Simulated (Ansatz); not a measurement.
Runs of Ansatz 0.2.0 on Bi. Symmetry: P2/m, No. 10, monoclinic system. Conventional cell: a = 3.238 Å, b = 3.222 Å, c = 6.444 Å, α = 90.00°, β = 90.72°, γ = 90.00°. Bi (site symmetry m) is surrounded by 6 Bi at 3.22 to 3.24 Å. This isn't the form of Bi at room conditions, which is rhombohedral.

| potentials or basis | cutoff (eV) | basis error allowed | pressure (GPa) | largest force (eV/Å) |
| --- | --- | --- | --- | --- |
| all-electron LAPW, inner shells corrected to Dirac's equation | 188 | 0.001 eV/atom | -0.4 | 0.01 |
| all-electron PAW datasets made for the crystal | 260 | - | -0.4 | 0.01 |
| all-electron LAPW, scalar-relativistic | 188 | 0.001 eV/atom | -0.4 | 0.01 |
| all-electron LAPW, non-relativistic | 188 | 0.001 eV/atom | (a) | 0.06 |

Alike in all rows: task band structure; level PBEsol; no spin polarisation; cell as given; k mesh 8 × 8 × 4; smearing fermi-dirac 0.05 eV.

**Question.** Fill in the values left out.

**Answer.** (a) 1.6.

Caveats: relativity is left out, which matters for the heavier elements (some runs).

The runs don't all hold the same shells in valence.
